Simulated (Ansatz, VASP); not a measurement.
**Ag in VASP and in Ansatz**

File INCAR:

```
ALGO     = Fast           # electronic algorithm
EDIFF    = 1E-6           # SCF threshold, eV
ENCUT    = 550            # plane-wave cutoff, eV
GGA      = PE             # functional
ISIF     = 2              # what is computed and relaxed
ISMEAR   = -1             # smearing method
LASPH    = T              # aspherical terms in the spheres
LCHARG   = F              # write CHGCAR
LMAXMIX  = 4              # l up to which the mixer works
LREAL    = F              # projectors in reciprocal space
LWAVE    = F              # write WAVECAR
NELM     = 60             # most SCF steps
PREC     = Accurate       # precision mode
SIGMA    = 0.05           # smearing width, eV
```

File KPOINTS:

```
k-points
0
Gamma
  11 11 11
```

Contents of POSCAR:

```
Ag
1.0
    0.0000000000      2.0427500000      2.0427500000
    2.0427500000      0.0000000000      2.0427500000
    2.0427500000      2.0427500000      0.0000000000
Ag
1
Direct
    0.0000000000      0.0000000000      0.0000000000
```

File KPOINTS_OPT:

```
path GXWKGLUWLK,UX
20
line-mode
reciprocal
 0.0000000000  0.0000000000  0.0000000000  G
 0.5000000000  0.0000000000  0.5000000000  X

 0.5000000000  0.0000000000  0.5000000000  X
 0.5000000000  0.2500000000  0.7500000000  W

 0.5000000000  0.2500000000  0.7500000000  W
 0.3750000000  0.3750000000  0.7500000000  K

 0.3750000000  0.3750000000  0.7500000000  K
 0.0000000000  0.0000000000  0.0000000000  G

 0.0000000000  0.0000000000  0.0000000000  G
 0.5000000000  0.5000000000  0.5000000000  L

 0.5000000000  0.5000000000  0.5000000000  L
 0.6250000000  0.2500000000  0.6250000000  U

 0.6250000000  0.2500000000  0.6250000000  U
 0.5000000000  0.2500000000  0.7500000000  W

 0.5000000000  0.2500000000  0.7500000000  W
 0.5000000000  0.5000000000  0.5000000000  L

 0.5000000000  0.5000000000  0.5000000000  L
 0.3750000000  0.3750000000  0.7500000000  K

 0.6250000000  0.2500000000  0.6250000000  U
 0.5000000000  0.0000000000  0.5000000000  X
```

The input input.yaml:

```yaml
crystal:
  lattice:
    - [0.0, 2.04275, 2.04275]
    - [2.04275, 0.0, 2.04275]
    - [2.04275, 2.04275, 0.0]
  atoms:
    - { symbol: Ag, position: [0.0, 0.0, 0.0] }
hamiltonian:
  xc: pbe
  pseudopotentials: { kind: paw }
kpoints:
  mp_grid: { grid: [11, 11, 11] }
  band_path:
    path:
      - [[0.0, 0.0, 0.0], [0.5, 0.0, 0.5], [0.5, 0.25, 0.75], [0.375, 0.375, 0.75], [0.0, 0.0, 0.0], [0.5, 0.5, 0.5], [0.625, 0.25, 0.625], [0.5, 0.25, 0.75], [0.5, 0.5, 0.5], [0.375, 0.375, 0.75]]
      - [[0.625, 0.25, 0.625], [0.5, 0.0, 0.5]]
    npoints: 14
scf:
  occupations: { method: fermi_dirac, width: 0.05 }
  n_extra_bands: 6
output:
  forces: true
  stress: true
  eigenvalues: true
  fatbands: false
  write_density: true
  write_potential: true
  elf: true
  volumetric_format: npy
```

Alike in both runs: task band structure; functional PBE; k mesh 11 × 11 × 11; occupations fermi-dirac, width 0.05 eV; no spin polarisation.

|  | VASP | Ansatz |
| --- | --- | --- |
| version | VASP 6.6.1 | Ansatz 0.2.0 |
| potentials or method | VASP PAW PBE potentials, release 64 (Ag_GW) | Ansatz PAW |
| plane-wave cutoff (eV) | 550 | 420 |
| valence electrons in the cell | 11 | 19 |

VASP gave:

```
gap on the k mesh at the Fermi level (eV) : none
pressure (GPa)                            : 4.1
```

What did Ansatz give for the same quantities?

gap on the k mesh at the Fermi level (eV): none; pressure (GPa): 4.4.

A gap of «none» marks a metal or a gap that the smearing closes. The two sets of potentials don't hold the same shells in valence.
